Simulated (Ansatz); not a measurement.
**Ti: stress in a strained cell**

Ti is deformed so: equal xy, yz and zx engineering shear strains of -2 %. What stress and forces result, by LAPW, PAW and all-electron datasets made for the crystal?

Computed with Ansatz 0.2.0 (DFT PBE, scalar-relativistic, unless a step's input says otherwise).

### 1 The starting structure

It takes space group Im-3m (No. 229, cubic). Conventional cell: a = 3.282 Å, b = 3.282 Å, c = 3.282 Å, α = 90.00°, β = 90.00°, γ = 90.00°. Ti (site symmetry m-3m) is surrounded by 8 Ti at 2.84 Å.

Coordinates:

```cif
data_structure
_symmetry_space_group_name_H-M 'P 1'
_symmetry_Int_Tables_number 1
_cell_length_a 2.8423
_cell_length_b 2.8423
_cell_length_c 2.8423
_cell_angle_alpha 109.471
_cell_angle_beta 109.471
_cell_angle_gamma 109.471
_cell_volume 17.68
loop_
_atom_site_label
_atom_site_type_symbol
_atom_site_fract_x
_atom_site_fract_y
_atom_site_fract_z
_atom_site_occupancy
Ti1 Ti 0.00000 0.00000 0.00000 1
```

### 2 After the deformation

Space group Im-3m before, R-3m after.

### 3 Full-potential LAPW

Contents of input.yaml:

```yaml
crystal:
  lattice:
    - [-1.67382, 1.641, 1.641]
    - [1.641, -1.67382, 1.641]
    - [1.641, 1.641, -1.67382]
  atoms:
    - { symbol: Ti, position: [0.0, 0.0, 0.0] }
kpoints:
  mp_grid: { grid: [14, 14, 14] }
  band_path:
    path:
      - [0.0, 0.0, 0.0]
      - [0.0, 0.0, 0.5]
      - [-0.5, 0.5, 0.5]
      - [-0.7548769728, 0.2451230272, 0.2451230272]
      - [0.2451230272, 0.2451230272, 0.2451230272]
      - [0.0, 0.0, 0.0]
      - [-0.5, 0.0, 0.5]
    npoints: 5
scf:
  occupations: { method: fermi_dirac, width: 0.05 }
hamiltonian:
  xc: pbe
  pseudopotentials: { kind: all_electron, lapw: { basis_error: 0.00025 } }
output:
  forces: true
  stress: true
  eigenvalues: true
```

The run is started by

```
$ ansatz run input.yaml --threads 1 --pin off --max-ram 3072MiB --backend cpu --events-out ev --progress --plain --runs-dir out
```

### 4 Frozen-core PAW

Contents of input.yaml:

```yaml
crystal:
  lattice:
    - [-1.67382, 1.641, 1.641]
    - [1.641, -1.67382, 1.641]
    - [1.641, 1.641, -1.67382]
  atoms:
    - { symbol: Ti, position: [0.0, 0.0, 0.0] }
kpoints:
  mp_grid: { grid: [14, 14, 14] }
scf:
  occupations: { method: fermi_dirac, width: 0.05 }
hamiltonian:
  xc: pbe
  pseudopotentials: { kind: paw }
output:
  forces: true
  stress: true
  eigenvalues: true
  efg: { contact_densities: true }
```

### 5 Datasets made for this crystal

Edit input.yaml of step 4 so:

```diff
@@ -13,3 +13,3 @@
   xc: pbe
-  pseudopotentials: { kind: paw }
+  pseudopotentials: { kind: all_electron, datasets: crystal }
 output:
```

(Steps that only read results are left out.)

What does the calculation give? Wanted: pressure; largest shear or deviatoric stress.

The runs gave:

| quantity | value |
| --- | --- |
| pressure | LAPW -2.43, PAW -2.42, crystal datasets -2.42 GPa |
| largest shear or deviatoric stress (LAPW) | 0.69 GPa |

What this shows: The largest part of the stress beyond the pressure is 0.69 GPa in size. No run of the undeformed cell stands beside it, so the pressure holds what the given cell had before the change. PAW: stress within 0.01 GPa of LAPW. Crystal datasets: stress within 0.01 GPa of LAPW.
